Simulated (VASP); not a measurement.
Hf:

```
Hf
1.0
     0.00000    2.22000    2.22000
     2.22000    0.00000    2.22000
     2.22000    2.22000    0.00000
Hf
1
Direct
  0.00000 0.00000 0.00000
```

This isn't the form of Hf at room conditions, which is hcp.

```yaml
Program: VASP 6.6.1
Task: single point
Functional: PBE
Potentials_or_basis: VASP PAW PBE potentials, release 64 (Hf_pv)
Cutoff: 520 eV
k_mesh: 10 × 10 × 10
Occupations: fermi-dirac, width 0.05 eV
Spin: no spin polarisation
```

On this cell: pressure 2.6 GPa; band gap on the k mesh none (metal or under the smearing width).

The same run follows on a disturbed copy (cell strained at random at fixed volume):

```xyz
1
Lattice="-0.0435 2.2075 2.2134 2.1628 -0.0427 2.2126 2.1720 2.2159 -0.0519" Properties=species:S:1:pos:R:3 pbc="T T T"
Hf   -0.0318   -0.0028   -0.0204
```

**Question.** What changes?

**Answer.** The energy (extrapolated to zero smearing) moves by +8.8 meV/atom; pressure 2.7 GPa; band gap on the k mesh none (metal or under the smearing width).

Stress tensor (GPa, compression positive):
```
3.37 1.29 1.81
1.29 2.45 1.66
1.81 1.66 2.30
```
